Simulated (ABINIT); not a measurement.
MgO, 2 atoms in the cell. It takes space group Fm-3m (No. 225, cubic). The conventional cell has a = 4.194 Å, b = 4.194 Å, c = 4.194 Å, α = 90.00°, β = 90.00°, γ = 90.00°. Mg (site symmetry m-3m) has 6 O at 2.10 Å as nearest neighbours. O (site symmetry m-3m) has 6 Mg at 2.10 Å as nearest neighbours. The cell is a database's computed one.

- Program: ABINIT 10.8.3 (patched build)
- Task: single point
- Functional: PBE
- Potentials or basis: PseudoDojo NC SR PBE v0.5 standard
- Cutoff: 1034 eV
- k mesh: 8 × 8 × 8
- Occupations: fermi-dirac, width 0.05 eV
- Spin: no spin polarisation

Potentials or basis: PseudoDojo NC SR PBE v0.5 standard.

Launch:

```sh
$ abinit run.abi > log 2>&1
```

Hardware: 1 thread of Arm Neoverse V2, on a shared host.

Estimate the wall time of this run.

It took 11 s on 1 thread of Arm Neoverse V2 (shared host), peak memory 0.06 GiB. Counts: scf iterations 9, mpi ranks 1, k points 29, bands 12, plane waves 1410.
